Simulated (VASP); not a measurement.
Set up this calculation in VASP 6.6.1, as the native input.

* Task: single point
* Functional: PBEsol
* Potentials or basis: VASP PAW PBE potentials, release 64 (Ti_sv, Se)
* Cutoff: 520 eV
* k mesh: 5 × 5 × 5
* Occupations: gaussian, width 0.05 eV
* Spin: collinear spin, ferromagnetic start
* Starting moments: [1.0, 0.0] μB
* Fixed moment: 2 μB
* Hubbard terms: Ti d U = 4 eV
* Further INCAR settings: ALGO = Normal; EDIFF = 1e-07; NBANDS = 20

The structure of TiSe lies in POSCAR:

```
TiSe
1.0
    0.0000000000      3.1030036500      3.1030036500
    3.1030036500      0.0000000000      3.1030036500
    3.1030036500      3.1030036500      0.0000000000
Ti Se
1 1
Direct
    0.0000000000      0.0000000000      0.0000000000
    0.2500000000      0.2500000000      0.2500000000
```

The cell comes from a database or a generator and needn't be the stable form of this composition.

One way to write it, as run:

INCAR

```
  PREC = Accurate
  ENCUT = 520
  EDIFF = 1E-7
  ISMEAR = 0
  SIGMA = 0.05
  LREAL = False
  LASPH = True
  NELM = 100
  ALGO = Normal
  ISIF = 2
  LWAVE = False
  LCHARG = True
  ISPIN = 2
  MAGMOM = 1 0
  LORBIT = 11
  NUPDOWN = 2
  LMAXMIX = 4
  LDAU = True
  LDAUTYPE = 2
  LDAUL = 2 -1
  LDAUU = 4 0
  LDAUJ = 0 0
  LDAUPRINT = 1
  GGA = PS
  LELF = True
  LVHAR = True
  NBANDS = 20
```

KPOINTS

```
regular mesh
0
Gamma
  5 5 5
```

Potentials or basis: VASP PAW PBE potentials, release 64 (Ti_sv, Se).

Launch:

```console
$ cat potpaw_PBE.64/Ti_sv/POTCAR potpaw_PBE.64/Se/POTCAR > POTCAR
$ mpirun -np 1 vasp_std > vasp.out
```

It gave:

```json
{"Pressure": "-2.1 GPa", "Net moment": "2.00 μB per cell", "Site moments": "Ti +1.70; Se -0.04 μB", "Valence electrons inside the program's atomic spheres": "Ti 10.12; Se 3.91"}
```

Caveat: the PAW data sets were made with another functional, which shifts forces and pressure a little; the total moment is fixed, so each spin has its own Fermi level.

Run time: 28 s on 1 thread of AMD EPYC 9R45 96-Core Processor (Zen 5), with other jobs on the host, peak memory 0.21 GiB.
